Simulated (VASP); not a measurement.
# SnSe: molecular dynamics with a thermostat, by thermostat

SnSe, Fm-3m (no. 225), 8 atoms in the cell. PBEsol, molecular dynamics; PAW potentials Sn, Se (PBE set).

| Thermostat | Mean temperature (K) | Rise of the mean potential energy above the start (meV/atom) | Electronic steps per ionic step after the first | Time (s) |
|---|---|---|---|---|
| none (NVE) | 156 | 16.3 | 4.0 | 757 |
| Nose, MDALGO 0, SMASS 0 | 301 | 42.1 | 4.0 | 931 |
| Nose-Hoover, SMASS 0.1 | 299 | 42.8 | 4.0 | 1080 |
| Nose-Hoover, SMASS 5 | 340 | 36.4 | 4.0 | 1308 |
| Langevin, friction 10/ps | 342 | 43.3 | 4.1 | 1253 |
| Langevin on one species | 280 | 37.2 | 4.0 | 1185 |
| Nose-Hoover chain of 1, period 40 steps | 295 | 30.3 | 4.0 | 1171 |
| Nose-Hoover chain of 3, period 40 steps | 271 | 28.2 | 4.0 | 1279 |

Limits: 1200 fs of 8 atoms are too short for converged averages.

## Input of the first row

INCAR:
```
SYSTEM = SnSe
  GGA = PS
  PREC = Normal
  ENCUT = 210
  EDIFF = 1E-5
  NELMIN = 4
  NELM = 60
  ALGO = Normal
  LREAL = Auto
  LASPH = .TRUE.
  ISMEAR = 0
  SIGMA = 0.05
  ISYM = 0
  LWAVE = .FALSE.
  LCHARG = .FALSE.
  IBRION = 0
  NSW = 400
  POTIM = 3.0
  TEBEG = 300
  TEEND = 300
  ISIF = 2
  RANDOM_SEED = 584055 0 0
  MDALGO = 1
  ANDERSEN_PROB = 0.0
  KPAR = 4
```

KPOINTS:
```
k-points
0
Monkhorst-Pack
  2 2 2
```

POSCAR:
```
SnSe
1.0
    6.0200000000      0.0000000000      0.0000000000
    0.0000000000      6.0200000000      0.0000000000
    0.0000000000      0.0000000000      6.0200000000
Sn Se
4 4
Direct
    0.0000000000      0.0000000000      0.0000000000
    0.0000000000      0.5000000000      0.5000000000
    0.5000000000      0.0000000000      0.5000000000
    0.5000000000      0.5000000000      0.0000000000
    0.5000000000      0.0000000000      0.0000000000
    0.5000000000      0.5000000000      0.5000000000
    0.0000000000      0.0000000000      0.5000000000
    0.0000000000      0.5000000000      0.0000000000
```

Commands:
```
cat potpaw_PBE.64/Sn/POTCAR potpaw_PBE.64/Se/POTCAR > POTCAR
mpirun -np 4 vasp_std > vasp.out
```

Changes of the last row against the first:
```
- MDALGO = 1
- ANDERSEN_PROB = 0.0
+ MDALGO = 4
+ NHC_NCHAINS = 3
+ NHC_PERIOD = 40
```

VASP 6.6.1 took 757 s on 4 cores (AMD EPYC 7R43 (Zen 3)), a shared host.
